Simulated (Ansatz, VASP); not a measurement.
# GaP (GaP(110)) in two plane-wave programs, part 2 of 3

Aim: how closely do two programs agree when they are given the same cell, functional and k mesh? Of the first pair: The structure shown is the end of the VASP relaxation below. Valence electrons are named where the data sets of a main pair hold unlike numbers.

VASP 6.6.1 and Ansatz 0.2.0.

So far: Set-up; VASP: relaxation, PBE.

### Step 3. Ansatz: single point, PBE

Level of this step: Ansatz beside VASP: Kohn-Sham DFT, plane waves, PBE (Ansatz).

Ansatz runs on its default PAW (the set named soft_2) files.

The same cell, functional, mesh and smearing now go to Ansatz, which takes its cutoff from its data sets.

File input.yaml:

```yaml
crystal:
  lattice:
    - [3.95219412, 0.0, 0.0]
    - [0.0, 5.58924652, 0.0]
    - [0.0, 0.0, 31.57678055]
  atoms:
    - { symbol: Ga, position: [0.0, 0.05999114, 0.26713359] }
    - { symbol: Ga, position: [0.5, 0.48749172, 0.31222915] }
    - { symbol: Ga, position: [0.0, 0.99220154, 0.37732475] }
    - { symbol: Ga, position: [0.5, 0.489944, 0.4380666] }
    - { symbol: Ga, position: [0.0, 0.99108035, 0.5] }
    - { symbol: Ga, position: [0.5, 0.489944, 0.5619334] }
    - { symbol: Ga, position: [0.0, 0.99220154, 0.62267525] }
    - { symbol: Ga, position: [0.5, 0.48749172, 0.68777085] }
    - { symbol: Ga, position: [0.0, 0.05999114, 0.73286641] }
    - { symbol: P, position: [0.0, 0.73585508, 0.31529856] }
    - { symbol: P, position: [0.5, 0.264126, 0.24709649] }
    - { symbol: P, position: [0.0, 0.73798793, 0.43855429] }
    - { symbol: P, position: [0.5, 0.24227786, 0.37590333] }
    - { symbol: P, position: [0.0, 0.73798793, 0.56144571] }
    - { symbol: P, position: [0.5, 0.23916913, 0.5] }
    - { symbol: P, position: [0.0, 0.73585508, 0.68470144] }
    - { symbol: P, position: [0.5, 0.24227786, 0.62409667] }
    - { symbol: P, position: [0.5, 0.264126, 0.75290351] }
hamiltonian:
  xc: pbe
  pseudopotentials: { kind: paw }
kpoints:
  mp_grid: { grid: [6, 5, 1] }
scf:
  occupations: { method: gaussian, width: 0.03 }
  n_extra_bands: 8
efield:
  axis: 3
  dipole_correction: true
  ramp_width: 0.04
output:
  forces: true
  eigenvalues: true
```

The run is started by

```console
$ ansatz run input.yaml --threads 8 --pin off --max-ram 18432MiB --backend cpu --events-out ev --progress --plain --runs-dir out
```

Numbers of over 12 decimals in the logs are rounded to 6 here.

The log of the run:

```text
scf.n_extra_bands = 8 over 81 filled bands (N_el = 162.0): the run solves 89 bands
Engine: ansatz 0.2.0, aarch64-unknown-linux-gnu
Pseudopotentials: kind: paw
Pseudopotential: Ga, paw, valence charge 13, recommended cutoff 420 eV (normal), Ga.paw.azcp
Pseudopotential: P, paw, valence charge 5, recommended cutoff 420 eV (normal), P.paw.azcp
Functional definition: PBE
  parameter kappa = 0.804
  parameter beta = 0.066725
  exchange = pbe_x(kappa = kappa, mu = beta*pi^2/3)
  correlation = pbe_c(beta = beta)
Crystal: 18 atoms, lattice volume = 697.524 Å³
Basis set: ecut = 420 eV, 13707 PW (Γ), exchange–correlation on 54×80×432 points (8 copies of the dense FFT grid, shifted against one another)
Bands: 89, of which v1, the nominal top of the filled ones, is band 81 counted from 1 (80 counted from 0)
Symmetry: 2 space group operations
k-points: 12 of 30 (time reversal used)
Non-local potential: Ga, projectors of the file, l = 0: 2, l = 1: 2, l = 2: 3, l = 3: 1
Non-local potential: P, projectors of the file, l = 0: 2, l = 1: 2, l = 2: 2
PAW form: soft (Blöchl's): semilocal exchange-correlation on the pseudo side does not see the compensation charge
PAW one-centre angular grid: Ga, 590 points (default); XC on 64 Gauss nodes
PAW one-centre angular grid: P, 110 points (default); XC on 64 Gauss nodes
Initial density: superposition of atomic densities (neutral atoms: chi_scale 0, normalization atom), corrected by the library's trained network
Initial wavefunctions: pseudopotential atomic-orbital guess
Functional: x = pbe(κ = 0.804, μ = 0.219515), c = pbe(β = 0.066725)
SCF iter   1: F=—  HF=-40853.887626 eV  |F-HF|=—  |Δ(HF+E_count)|=         —  Δρ=1.65e-3  dr2=9.38e-2  ethr=1.77e-3  p=0.000 e·Å  D=4.32e-14 V/Å  ΔV_dip=-0.00 eV  dr2_dipole=5.50e-8  V_vac-E_F(+/−)=4.70/4.70 eV  ⟨swp⟩=8.8  Hψ=5044  notcnv=0
efield: sawtooth ramp at fractional position 0.9800 (placed from the atoms, in the widest stretch of the axis that holds none; the zero of the levels goes with the place), width 0.0400; the density the first Hamiltonian is built on has a dipole p = 0.000 e·Å; the dipole correction subtracts the counter field D = 4.32e-14 V/Å, which shifts the + side's vacuum level by -0.00 eV against the − side's; the planar-averaged density in the ramp window peaks in size at 8.6e-6 e/Å³
preconditioner: auto → Resta (q_TF=auto, 2.139 Å⁻¹)  ε∞=3.0  [insulator: Δε(μ)=1.150 eV  Ē_g=12.599 eV  σ=0.030 eV  W_gap=1.00  n_scr=124 (ndim 8)  ℏωp=17.9 eV  f_vac=0.424  D(μ)=0.00/eV (n_scr^D=0)  ε∞_Penn≈3.0  vacuum switching on, ρ_ref=1.2e-2 e/Å³]
SCF iter   2: F=—  HF=-40853.870106 eV  |F-HF|=—  |Δ(HF+E_count)|=   1.75e-2  Δρ=1.06e-3  dr2=4.54e-2  ethr=5.79e-5  p=-0.000 e·Å  D=-2.98e-5 V/Å  ΔV_dip=0.00 eV  dr2_dipole=1.84e-7  V_vac-E_F(+/−)=4.91/4.91 eV  ⟨swp⟩=3.6  Hψ=2437  notcnv=0  defer=21
SCF iter   3: F=—  HF=-40853.865666 eV  |F-HF|=—  |Δ(HF+E_count)|=   4.44e-3  Δρ=5.93e-4  dr2=3.03e-3  ethr=2.80e-5  p=0.000 e·Å  D=2.56e-6 V/Å  ΔV_dip=-0.00 eV  dr2_dipole=2.97e-9  V_vac-E_F(+/−)=4.80/4.80 eV  ⟨swp⟩=2.3  Hψ=1319  notcnv=0  defer=21
SCF iter   4: F=—  HF=-40853.867015 eV  |F-HF|=—  |Δ(HF+E_count)|=   1.35e-3  Δρ=2.85e-4  dr2=1.23e-3  ethr=1.87e-6  p=-0.000 e·Å  D=-1.92e-5 V/Å  ΔV_dip=0.00 eV  dr2_dipole=9.20e-8  V_vac-E_F(+/−)=4.78/4.78 eV  ⟨swp⟩=2.2  Hψ=2041  notcnv=0  defer=21
SCF iter   5: F=—  HF=-40853.866736 eV  |F-HF|=—  |Δ(HF+E_count)|=   2.79e-4  Δρ=1.03e-4  dr2=1.05e-4  ethr=7.60e-7  p=0.000 e·Å  D=9.46e-6 V/Å  ΔV_dip=-0.00 eV  dr2_dipole=2.34e-8  V_vac-E_F(+/−)=4.77/4.77 eV  ⟨swp⟩=2.0  Hψ=1923  notcnv=0  defer=21
SCF iter   6: F=—  HF=-40853.866772 eV  |F-HF|=—  |Δ(HF+E_count)|=   3.59e-5  Δρ=2.73e-5  dr2=1.49e-5  ethr=6.48e-8  p=-0.000 e·Å  D=-3.02e-5 V/Å  ΔV_dip=0.00 eV  dr2_dipole=2.32e-7  V_vac-E_F(+/−)=4.77/4.77 eV  ⟨swp⟩=2.7  Hψ=2050  notcnv=0  defer=21
SCF iter   7: F=—  HF=-40853.866958 eV  |F-HF|=—  |Δ(HF+E_count)|=   1.86e-4  Δρ=1.69e-5  dr2=3.52e-6  ethr=9.19e-9  p=0.000 e·Å  D=6.21e-5 V/Å  ΔV_dip=-0.00 eV  dr2_dipole=9.55e-7  V_vac-E_F(+/−)=4.77/4.77 eV  ⟨swp⟩=2.2  Hψ=2043  notcnv=0  defer=21
SCF iter   8: F=—  HF=-40853.866958 eV  |F-HF|=—  |Δ(HF+E_count)|=   2.66e-8  Δρ=5.12e-6  dr2=6.25e-7  ethr=2.17e-9  p=-0.000 e·Å  D=-4.38e-5 V/Å  ΔV_dip=0.00 eV  dr2_dipole=4.90e-7  V_vac-E_F(+/−)=4.77/4.77 eV  ⟨swp⟩=2.1  Hψ=2020  notcnv=0  defer=21
SCF iter   9: F=—  HF=-40853.866958 eV  |F-HF|=—  |Δ(HF+E_count)|=   1.82e-7  Δρ=3.15e-6  dr2=1.63e-7  ethr=3.86e-10  p=0.000 e·Å  D=2.20e-5 V/Å  ΔV_dip=-0.00 eV  dr2_dipole=1.15e-7  V_vac-E_F(+/−)=4.77/4.77 eV  ⟨swp⟩=3.6  Hψ=2037  notcnv=0  defer=21
SCF iter  10: F=-40853.866958 eV  HF=-40853.866958 eV  |F-HF|=5.07e-9  |Δ(HF+E_count)|=   2.45e-8  Δρ=1.45e-6  dr2=2.32e-8  ethr=6.17e-11  p=0.000 e·Å  D=6.78e-6 V/Å  ΔV_dip=-0.00 eV  dr2_dipole=1.07e-8  V_vac-E_F(+/−)=4.77/4.77 eV  ⟨swp⟩=11.6  Hψ=5210  notcnv=0
SCF 1 converged in 10 iterations: F = -40853.866958 eV  dr2 = 2.32e-8
  greatest PAW one-centre occupation: 0.995 electrons in one spin orbital (limit 2), on the Ga atom at site 8 (counted from 0), in its partial waves of l = 2
SCF converged after 10 iterations
Free energy (F): -40853.866958 eV
Harris-Foulkes:  -40853.866958 eV  (|F-HF|=5.07e-9)
Internal energy: -40853.866958 eV  (E = F + TS)
E sigma→0 (E₀):  -40853.866958 eV
Fermi energy:    1.705198 eV
Dipole field:    D = -0.000068 V/Å  (p = -0.000261 e·Å, saw-weighted, corrected)
Work function:   Φ+ = 4.7708 eV   Φ− = 4.7687 eV
Levels:          The Fermi level and band energies are counted from a zero that moves with the ramp; work functions are not
--- Per-component energies (eV) ---
  E_band       = -1456.917897
  E_kinetic    = 1655.240068
  E_local      = -137226.267138  (includes V_loc(G=0)·N_el)
  E_nonlocal   = 4127.570016
  E_hartree    = 67407.529096
  E_xc         = -1166.026329
  E_vxc        = -1056.243831  (∫ρ·V_xc dr)
  E_paw        = -23025.508193  (= ΣΔE_a)
  E_vpaw       = -3772.274694  (= ΣTr[D̂ρ^β])
  E_aug_tail   = -0.001023  (compensation charges beyond the density's cutoff)
  E_efield     = 0.000000  (sawtooth field / dipole correction)
  E_vefield    = 0.000000  (∫n·V_field dr)
  E_ewald      = 47373.596545
  E_smearing   = -0.000000  (= −TS)
  E_closure    = -0.000000  (closes the sum)
  Σ components = -40853.866958   (vs F -40853.866958, Δ=0.00e0)
--- Forces (eV/Å), atoms counted from 1 ---
  atom   1  Ga     0.00000000     0.00058725     0.01235185
  atom   2  Ga     0.00000000     0.04247103     0.03502804
  atom   3  Ga    -0.00000000    -0.02100181     0.00678648
  atom   4  Ga    -0.00000000    -0.00578624    -0.01053239
  atom   5  Ga    -0.00000000    -0.00583987    -0.00002963
  atom   6  Ga     0.00000000    -0.00578861     0.01047483
  atom   7  Ga    -0.00000000    -0.02100667    -0.00683649
  atom   8  Ga    -0.00000000     0.04246024    -0.03506774
  atom   9  Ga    -0.00000000     0.00056179    -0.01236149
  atom  10  P     -0.00000000     0.02652495    -0.00743130
  atom  11  P      0.00000000    -0.05362093     0.11613393
  atom  12  P      0.00000000     0.03812885    -0.01069807
  atom  13  P     -0.00000000    -0.02666658     0.01488892
  atom  14  P      0.00000000     0.03812907     0.01076608
  atom  15  P      0.00000000     0.00461945     0.00003596
  atom  16  P     -0.00000000     0.02653354     0.00748524
  atom  17  P     -0.00000000    -0.02666371    -0.01482048
  atom  18  P     -0.00000000    -0.05362879    -0.11611684
  max |Σ_I F_I| component: 5.69e-5 eV/Å
--- Band table (eV; the first three rows and the last of 12) ---
  k-point 0: bands = [... 77 lower, 0.9529, 0.9751, 1.0063, 1.0947, 2.6183, 2.8744, 2.9416, 3.1960, ... 4 higher]
  k-point 1: bands = [... 77 lower, 0.7045, 0.7161, 0.7627, 0.9003, 2.8703, 3.0009, 3.1247, 3.1595, ... 4 higher]
  k-point 2: bands = [... 77 lower, 0.1834, 0.2138, 0.4644, 0.5325, 2.6246, 2.7123, 2.9726, 3.0522, ... 4 higher]
  k-point 11: bands = [... 77 lower, -0.1538, 0.0162, 0.4186, 0.5636, 2.6667, 2.9776, 3.3284, 3.8128, ... 4 higher]
```

Elapsed: 32 s, on 8 threads of Arm Neoverse N1, shared host; peak memory 2.6 GiB.

In the SCF lines HF is the Harris–Foulkes energy and dr2 the Hartree energy of the density residual, in eV; the loop may stop once dr2 is under the threshold and the program's other checks hold. Hψ counts applications of the Hamiltonian.

### Step 4. Comparison

Known differences besides the potentials themselves: the data sets hold 162 valence electrons in Ansatz (on its default PAW (the set named soft_2) files) and 72 in VASP; the cutoff is 420 eV in Ansatz and 320 eV in VASP (PREC = Normal, projectors in real space); VASP leaves aspherical gradient terms in its spheres out (LASPH is not set), Ansatz keeps them. Total energies have different zeros and are not compared.

The two programs side by side:

```csv
quantity,Ansatz,VASP,difference
gap on the k mesh (eV),1.221,1.237,-0.016
```

At this near-relaxed geometry the largest component of a force difference is 108 meV/Å. A gap on the mesh is an upper bound, since the band edges may lie between its points. VASP's last cycles still show a density residual of 3e-03, so its state may not be settled. With vacuum in the cell, a pressure given here is an average over mostly empty space and none of the material.

### Step 5. Further runs

Further runs change the set-up of one program: Ansatz's method, potentials or start, or VASP's data sets, cutoff or form of LDA. The table gives Ansatz less VASP for each quantity, since a change that brings one quantity closer may part another.

| run | r.m.s. force difference (meV/Å) | gap on the k mesh (eV) |
| --- | --- | --- |
| as above | 25 | -0.016 |
| norm-conserving potentials (cutoff 1088 eV) | 23 | -0.015 |

### Step 6. Ansatz: band structure, PBE

The same path points are solved in both programs, so levels can be compared one by one.

File input.yaml:

```yaml
crystal:
  lattice:
    - [3.9521941169, 0.0, 0.0]
    - [0.0, 5.5892465213, 0.0]
    - [0.0, 0.0, 31.5767805504]
  atoms:
    - { symbol: Ga, position: [0.0, 0.0599911368, 0.2671335911] }
    - { symbol: Ga, position: [0.5, 0.4874917172, 0.312229153] }
    - { symbol: Ga, position: [0.0, 0.9922015368, 0.3773247457] }
    - { symbol: Ga, position: [0.5, 0.4899439956, 0.4380666032] }
    - { symbol: Ga, position: [0.0, 0.9910803453, 0.5] }
    - { symbol: Ga, position: [0.5, 0.4899439956, 0.5619333968] }
    - { symbol: Ga, position: [0.0, 0.9922015368, 0.6226752543] }
    - { symbol: Ga, position: [0.5, 0.4874917172, 0.687770847] }
    - { symbol: Ga, position: [0.0, 0.0599911368, 0.7328664089] }
    - { symbol: P, position: [0.0, 0.7358550812, 0.315298564] }
    - { symbol: P, position: [0.5, 0.2641260045, 0.247096485] }
    - { symbol: P, position: [0.0, 0.7379879315, 0.4385542905] }
    - { symbol: P, position: [0.5, 0.2422778611, 0.3759033338] }
    - { symbol: P, position: [0.0, 0.7379879315, 0.5614457095] }
    - { symbol: P, position: [0.5, 0.2391691252, 0.5] }
    - { symbol: P, position: [0.0, 0.7358550812, 0.684701436] }
    - { symbol: P, position: [0.5, 0.2422778611, 0.6240966662] }
    - { symbol: P, position: [0.5, 0.2641260045, 0.752903515] }
hamiltonian:
  xc: pbe
  pseudopotentials: { kind: paw }
kpoints:
  mp_grid: { grid: [6, 5, 1] }
  band_path:
    path:
      - [0.0, 0.0, 0.0]
      - [0.07692, 0.0, 0.0]
      - [0.15385, 0.0, 0.0]
      - [0.26923, 0.0, 0.0]
      - [0.34615, 0.0, 0.0]
      - [0.42308, 0.0, 0.0]
      - [0.5, 0.0, 0.0]
      - [0.5, 0.07692, 0.0]
      - [0.5, 0.19231, 0.0]
      - [0.5, 0.26923, 0.0]
      - [0.5, 0.34615, 0.0]
      - [0.5, 0.46154, 0.0]
      - [0.5, 0.5, 0.0]
      - [0.42308, 0.5, 0.0]
      - [0.30769, 0.5, 0.0]
      - [0.23077, 0.5, 0.0]
      - [0.11538, 0.5, 0.0]
      - [0.03846, 0.5, 0.0]
      - [0.0, 0.5, 0.0]
      - [0.0, 0.38462, 0.0]
      - [0.0, 0.30769, 0.0]
      - [0.0, 0.23077, 0.0]
      - [0.0, 0.11538, 0.0]
      - [0.0, 0.03846, 0.0]
      - [0.03846, 0.03846, 0.0]
      - [0.11538, 0.11538, 0.0]
      - [0.19231, 0.19231, 0.0]
      - [0.30769, 0.30769, 0.0]
      - [0.38462, 0.38462, 0.0]
      - [0.5, 0.5, 0.0]
    npoints: 1
scf:
  occupations: { method: gaussian, width: 0.03 }
  n_extra_bands: 15
efield:
  axis: 3
  dipole_correction: true
  ramp_width: 0.04
output:
  forces: true
  eigenvalues: true
```

The log of the run:

```text
[...]
Crystal: 18 atoms, lattice volume = 697.524 Å³
Basis set: ecut = 420 eV, 13707 PW (Γ), exchange–correlation on 54×80×432 points (8 copies of the dense FFT grid, shifted against one another)
Bands: 96, of which v1, the nominal top of the filled ones, is band 81 counted from 1 (80 counted from 0)
Symmetry: 2 space group operations
[...]
k-point 0: bands = [... 77 lower, 0.9529, 0.9751, 1.0063, 1.0947, 2.6183, 2.8744, 2.9416, 3.1960, ... 11 higher]
  k-point 1: bands = [... 77 lower, 0.7045, 0.7161, 0.7627, 0.9003, 2.8703, 3.0009, 3.1247, 3.1595, ... 11 higher]
  k-point 2: bands = [... 77 lower, 0.1834, 0.2138, 0.4644, 0.5325, 2.6246, 2.7123, 2.9726, 3.0522, ... 11 higher]
  k-point 11: bands = [... 77 lower, -0.1538, 0.0162, 0.4186, 0.5636, 2.6667, 2.9776, 3.3284, 3.8128, ... 11 higher]
[key lines of the parts left out:]
SCF converged after 10 iterations
Free energy (F): -40853.866958 eV
Fermi energy:    1.705203 eV
Dipole field:    D = -0.000023 V/Å  (p = -0.000088 e·Å, saw-weighted, corrected)
Work function:   Φ+ = 4.7701 eV   Φ− = 4.7694 eV
```

Wall time 67 s (8 threads); peak memory 3.6 GiB.

[end of part 2 of 3]

[Lines on the potential files, build, host, timing and source positions are cut from VASP's logs without a mark.]

[Logs are printed without paths, hosts, clocks, repeated set-up lines and the standing remarks that a program may print on its own settings, such as how far it seeks lower states.]

[Hosts, paths, dates, database ids (printed as entryN), source tags and the programs' standing remarks are cut or masked in the printed files.]
